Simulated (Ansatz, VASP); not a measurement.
## Hf: VASP beside Ansatz

Contents of INCAR:

```
  ALGO = Normal
  EDIFF = 1E-7
  ENCUT = 520
  GGA = PS
  ISIF = 2
  ISMEAR = -1
  LASPH = True
  LCHARG = False
  LREAL = False
  LWAVE = False
  NBANDS = 22
  NELM = 80
  PREC = Accurate
  SIGMA = 0.05
```

File KPOINTS:

```
k-points
0
Gamma
  6 6 9
```

File POSCAR:

```
Hf
1.0
    4.8610290882      0.0000000000      0.0000000000
   -2.4305145441      4.2097746788      0.0000000000
    0.0000000000      0.0000000000      3.0232302404
Hf
3
Direct
    0.0000000000      0.0000000000      0.0000000000
    0.3333333333      0.6666666667      0.5000000000
    0.6666666667      0.3333333333      0.5000000000
```

The input input.yaml:

```yaml
crystal:
  lattice:
    - [4.8610290882, 0.0, 0.0]
    - [-2.4305145441, 4.2097746788, 0.0]
    - [0.0, 0.0, 3.0232302404]
  atoms:
    - { symbol: Hf, position: [0.0, 0.0, 0.0] }
    - { symbol: Hf, position: [0.3333333333, 0.6666666667, 0.5] }
    - { symbol: Hf, position: [0.6666666667, 0.3333333333, 0.5] }
hamiltonian:
  xc: pbesol
  pseudopotentials: { kind: paw }
kpoints:
  mp_grid: { grid: [6, 6, 9] }
scf:
  occupations: { method: fermi_dirac, width: 0.05 }
output:
  forces: true
  stress: true
  eigenvalues: true
  write_density: true
  write_potential: true
  elf: true
  volumetric_format: npy
```

Change from the starting cell: volume scaled by 0.94.

Alike in both runs: task single point; functional PBEsol; k mesh 6 × 6 × 9; occupations fermi-dirac, width 0.05 eV; no spin polarisation.

|  | VASP | Ansatz |
| --- | --- | --- |
| version | VASP 6.6.1 | Ansatz 0.2.0 |
| potentials or method | VASP PAW PBE potentials, release 64 (Hf_pv) | Ansatz PAW |
| plane-wave cutoff (eV) | 520 | 420 |
| valence electrons in the cell | 30 | 78 |

```tsv
	VASP	Ansatz	Ansatz less VASP
gap on the k mesh at the Fermi level (eV)	none	none	-
pressure (GPa)	4.2	4.5	+0.38
largest component of the traceless stress (GPa)	0.61	0.48	-0.135
```

A gap of «none» marks a metal or a gap that the smearing closes. With one functional, cell and mesh, what is left measures potentials, basis and numerics. The two sets of potentials don't hold the same shells in valence.

Caveats: the PAW data sets were made with another functional, which shifts forces and pressure a little (VASP); the PAW data sets come from PBE, with cores solved anew for the run's functional, which leaves a small shift of forces and pressure (Ansatz). The runs have no spin-orbit coupling, so splittings on Hf are missing.
